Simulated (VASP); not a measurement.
# ZnO: equilibrium volume by level of theory

It takes space group P6_3mc (No. 186, hexagonal). Conventional cell: a = 3.249 Å, b = 3.249 Å, c = 5.206 Å, α = 90.00°, β = 90.00°, γ = 120.00°. Zn (site symmetry 3m) is surrounded by 4 O at 1.97 to 1.98 Å. Around O (site symmetry 3m) lie 4 Zn at 1.97 to 1.98 Å.

```csv
rung,level,program and potentials,cutoff (eV),k mesh,equilibrium volume (Å³/atom),notes
LDA,LDA,"VASP, LDA PAW files O, Zn, 600 eV",600,9 × 9 × 5,11.40,-
GGA,PBE,"VASP, PBE PAW files O, Zn, 600 eV",600,9 × 9 × 5,12.39,-
GGA + dispersion,PBE+D3(BJ),"VASP, PBE PAW files O, Zn, 600 eV",600,9 × 9 × 5,12.13,-
GGA,PBEsol,"VASP, PBE PAW files O, Zn, 600 eV",600,9 × 9 × 5,11.84,potentials made for PBE
non-local van der Waals functional,rev-vdW-DF2,"VASP, PBE PAW files O, Zn, 600 eV",600,9 × 9 × 5,12.12,potentials made for PBE
```

Task: relaxation of cell and atoms. All rows: no spin polarisation. Meshes are those of the run's cell of 4 atoms unless a note names another. Relaxations start from the cell shown or near it and stop with a little pressure left. Runs on faulty files, with rough fits or with known faults for this quantity aren't shown. No row holds spin-orbit coupling.

By rung: LDA 11.40; GGA 11.84 to 12.39; GGA + dispersion 12.13; non-local van der Waals functional 12.12 (Å³/atom).

The equilibrium volume of ZnO runs from 11.40 Å³/atom in LDA to 12.39 Å³/atom in PBE, and these two bracket the volume of the listed cell, which agrees with the well-known measured wurtzite lattice. PBEsol comes closest, slightly below it, while PBE+D3(BJ) and rev-vdW-DF2 remain somewhat above. The spread probably reflects how strongly each functional's gradient terms favour the more inhomogeneous density of an expanded crystal.

Adding the attractive dispersion term to PBE contracts the lattice, but this doesn't make ZnO a van der Waals solid. Its tetrahedral network is held together by polar Zn–O bonds with strong ionic character, so the correction may partly offset PBE's underbinding of those bonds as well as supply missing dispersion. Nor does the near-coincidence of PBE+D3(BJ) and rev-vdW-DF2 show that they describe the same interactions, since their exchange parts differ too. A good volume alone also leaves open whether the axial ratio and the internal displacement along the polar axis are equally well described.
